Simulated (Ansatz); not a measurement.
Ionic part of the dielectric constant of KCl at 1 GPa, mode by mode

Theory: DFT PBEsol, scalar-relativistic, plane waves, PAW in Ansatz 0.2.0. Plane waves to 420 eV; Γ-centred k mesh 6×6×6; fixed occupations. No spin polarisation. Phonons by linear response, acoustic sum rule imposed.

Symmetry: Fm-3m, No. 225, cubic system. The conventional cell has a = 6.144 Å, b = 6.144 Å, c = 6.144 Å, α = 90.00°, β = 90.00°, γ = 90.00°. Around K (site symmetry m-3m) lie 6 Cl at 3.07 Å. Around Cl (site symmetry m-3m) lie 6 K at 3.07 Å.

The primitive cell has V = 58.00 Å³ and ε∞,yy = 2.435. Each polar mode adds Δε = (4.92064×10⁷/V)·S/ν² along y, with S its oscillator strength in e²/amu, ν in cm⁻¹ and V in Å³.

Question: From these modes, find each Δε and ε0,yy.
```json
{"ν (cm⁻¹)": "155.0", "S_yy (e²/amu)": "0.06715"}
```

Answer:
```csv
ν (cm⁻¹),Δε
155.0,2.37
```

The sum is 2.371, so ε0,yy = 4.81; the run's tensor has 4.81.

Question: Where do the longitudinal modes lie for a wave vector along y?

Answer: At 218 cm⁻¹. The Lyddane–Sachs–Teller product Π(ν_LO/ν_TO)² = 1.97 matches ε0/ε∞ = 1.97.

Cost: 1 run of about 0.27 core-minutes, on Arm Neoverse N1 (shared hosts).